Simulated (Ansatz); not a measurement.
The system is HgTe.

```xyz
2
Lattice="0.0000 3.1800 3.1800 3.1800 0.0000 3.1800 3.1800 3.1800 0.0000" Properties=species:S:1:pos:R:3 pbc="T T T"
Hg    0.0000    0.0000    0.0000
Te    3.1800    3.1800    3.1800
```

Measurements of this composition are mostly on another form, of space group No. 216.

```yaml
Program: Ansatz 0.2.0
Task: relaxation of cell and atoms
Functional: revPBE
Potentials_or_basis: Ansatz PAW
Cutoff: "420 eV (not typed: the program's choice for these potentials)"
k_mesh: 7 × 7 × 7
Occupations: methfessel-paxton, width 0.1 eV
Spin: spin-orbit coupling, no magnetisation
```

At the start: volume 32.16 Å³/atom.

**Question.** How do energy, volume and symmetry change on relaxing?

**Answer.** It ends after 4 steps and the volume is 29.69 Å³/atom (-7.7 %); space group Fm-3m (No. 225, to 0.05 Å).

The path:
| step | energy change (eV) | largest force (eV/Å) | volume (Å³) |
| --- | --- | --- | --- |
| 1 | 0.0000 | 0.0000 | 64.31 |
| 2 | -0.0438 | 0.0000 | 59.58 |
| 3 | -0.0439 | 0.0000 | 59.38 |
| 4 | -0.0429 | 0.0000 | 59.38 |

Final structure:
```
Hg Te
1.0
     0.00000    3.09653    3.09653
     3.09653    0.00000    3.09653
     3.09653    3.09653    0.00000
Hg Te
1 1
Direct
  0.00000 0.00000 0.00000
  0.50000 0.50000 0.50000
```

Caveat: the plane-wave basis is chosen anew once the cell has moved, so the energies of steps on either side of that aren't comparable; the PAW data sets come from PBE, with cores solved anew for the run's functional, which leaves a small shift of forces and pressure.
